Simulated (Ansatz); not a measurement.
**Cu vacancy in Cu2O**

Computed with DFT r2SCAN, scalar-relativistic, plane waves, PAW in Ansatz. (500 eV cutoff, 2×2×2 k-mesh, shifted by half a step, Gaussian smearing of 0.01 eV, collinear spin)

Host crystal, relaxed:

```
Cu O
1.0
     4.24633    0.00000    0.00000
     0.00000    4.24633    0.00000
     0.00000    0.00000    4.24633
Cu O
4 2
Direct
  0.25000 0.25000 0.75000
  0.75000 0.25000 0.25000
  0.25000 0.75000 0.25000
  0.75000 0.75000 0.75000
  0.50000 0.50000 0.50000
  0.00000 0.00000 0.00000
```

Supercell of 42 atoms, rows in host cell vectors: 1 1 1; 0 -2 1; 1 0 -2. Atoms relax at the host's cell from a start displaced at random by 0.06 Å near the defect, so other minima may exist. The cell is small, so energies carry finite-size errors of tenths of an eV. The host's Kohn–Sham gap is 0.79 eV. Atoms are taken from and returned to the elements' standard states. Charged cells are corrected for image charges with the computed static dielectric tensor (mean 9.2) and aligned with the host's potential at far atoms (alignment terms reach 0.44 eV). No band-filling term is added, and the Fermi level counts from the host's valence band top.

With moments and this functional the run may sit in a state above the lowest one. Starting moments were lost in some runs.

Defect: Cu vacancy at (0.250, 0.250, 0.750) of the host cell.

(1) What is the formation energy of the neutral defect?

(2) Does the neutral defect carry a moment, and how do its surroundings relax?

(3) Charges 0, -1 were computed. Which is stable where in the gap?

## Answers

(1) 0.64 eV.

(2) It changes the cell's moment by 0.50 μB (a fraction, from partly filled bands). The nearest neighbours before are 2 O at 1.84 Å; after relaxation the atoms near the site are 2 O at 1.71 Å, 2 Cu at 2.91 Å, 1 Cu at 2.93 Å, 3 Cu at 2.94 Å; the largest move is 0.13 Å.

(3) Among the charges computed the stable one is 0 at the valence band top, changing to -1 at 0.05 eV. In charge 0 the cell has partly filled bands: a level of the defect may be part filled, the carrier may sit in the host's bands, or levels may cross between the k points, so transitions that involve it are doubtful. Levels between neighbouring charges: (0/-1) 0.05 eV.

Cost: 3 runs of about 94 core-minutes in all, on Intel Xeon 6975P-C (Granite Rapids) (shared hosts).